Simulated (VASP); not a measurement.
Set up this calculation in VASP 6.6.1, as the native input.

| Property | Result |
| --- | --- |
| Task | relaxation of cell and atoms |
| Functional | r2SCAN |
| Dispersion | rVV10 |
| Potentials or basis | VASP PAW PBE potentials, release 64 (Cu) |
| Cutoff | 600 eV |
| k mesh | 18 × 18 × 18 |
| Occupations | methfessel-paxton, width 0.1 eV |
| Spin | no spin polarisation |
| Further INCAR settings | ALGO = Normal; EDIFF = 1e-06; IBRION = 2; EDIFFG = -0.01; NSW = 90; ISIF = 3 |

The structure of Cu lies in POSCAR:

```
Cu
1.0
    0.0000000000      1.8075000000      1.8075000000
    1.8075000000      0.0000000000      1.8075000000
    1.8075000000      1.8075000000      0.0000000000
Cu
1
Direct
    0.0000000000      0.0000000000      0.0000000000
```

The input as run:

INCAR

```
SYSTEM = Cu
  PREC = Accurate
  ENCUT = 600
  EDIFF = 1E-6
  ISMEAR = 1
  SIGMA = 0.1
  LREAL = .FALSE.
  LASPH = .TRUE.
  NELM = 80
  ALGO = Normal
  ISIF = 3
  LWAVE = .FALSE.
  LCHARG = .FALSE.
  METAGGA = R2SCAN
  LMIXTAU = .TRUE.
  LUSE_VDW = .TRUE.
  IVDW_NL = 2
  BPARAM = 11.95
  CPARAM = 0.0093
  IBRION = 2
  NSW = 90
  EDIFFG = -0.01
```

KPOINTS

```
regular mesh
0
G
  18 18 18
  0 0 0
```

Potentials or basis: VASP PAW PBE potentials, release 64 (Cu).

Launch:

```sh
$ cat potpaw_PBE.64/Cu/POTCAR > POTCAR
$ mpirun -np 1 vasp_std > vasp.out
```

It gave:

```yaml
Relaxed_volume: 11.37 Å³/atom
Relaxed_cell: a = 2.524 Å, b = 2.524 Å, c = 2.524 Å, α = 60.00°, β = 60.00°, γ = 60.00°
Space_group_after_relaxing_to_0.05_Å: Fm-3m (No. 225)
Energy_gained_by_relaxing: 8.2 meV/atom
Ionic_steps: 3
Pressure_after_relaxing: -0.1 GPa
Band_gap_on_the_k_mesh: none (metal or under the smearing width)
```

Caveat: the PAW data sets were made with another functional, which shifts forces and pressure a little.

Run time: 3.1 min on 1 thread of Intel(R) Xeon(R) Platinum 8375C CPU @ 2.90GHz (Ice Lake), with other jobs on the host, peak memory 0.2 GiB.
